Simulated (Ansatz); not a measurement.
CuO:

```xyz
2
Lattice="0.0000 2.3273 2.3273 2.3273 0.0000 2.3273 2.3273 2.3273 0.0000" Properties=species:S:1:pos:R:3 pbc="T T T"
Cu    0.0000    0.0000    0.0000
O     1.1636    1.1636    1.1636
```

Measurements of this composition are mostly on another form, of space group No. 15.

Base run:

- Program: Ansatz 0.2.0
- Functional: PBE
- Potentials or basis: Ansatz PAW
- Cutoff: 250 eV
- Density cutoff: 1000 eV
- k mesh: 10 × 10 × 10
- Occupations: fermi-dirac, width 0.05 eV
- Spin: no spin polarisation

Its results: band gap on the k mesh none (metal or under the smearing width); pressure -17.6 GPa.

Question: After a change of settings the same cell gave: band gap on the k mesh none (metal or under the smearing width); pressure -9.6 GPa. Which change was it?
A. functional from PBE to LDA; cutoff from 250 eV to 420 eV (not typed: the program's choice for these potentials); hubbard terms from none to Cu d U = 5.3 eV; hubbard projectors from none to ortho-atomic (the default)
B. functional from PBE to r2SCAN; cutoff from 250 eV to 500 eV (not typed: the program's choice for these potentials); hubbard terms from none to Cu d U = 4.5 eV; hubbard projectors from none to ortho-atomic (the default)
C. cutoff from 250 eV to 800 eV; density cutoff from 1000 eV to 3200 eV
D. functional from PBE to PBEsol; cutoff from 250 eV to 420 eV (not typed: the program's choice for these potentials); hubbard terms from none to Cu d U = 4.5 eV; hubbard projectors from none to ortho-atomic (the default)

Answer: C.

Caveats: an odd number of electrons without spin polarisation forces a metal; a magnetic or distorted state may lie lower; the run has no spin polarisation, though such a crystal can be magnetic; semilocal functionals often make such compounds metallic where correlation or magnetic order opens a gap, which also shifts bond lengths; so large a pressure means that the cell lies far from this level's equilibrium, or that cutoff or potentials fall short (some runs); the pressure holds a Pulay correction of +143.6 GPa for the finite cutoff (some runs); the cutoff lies under the one recommended for these potentials (some runs).
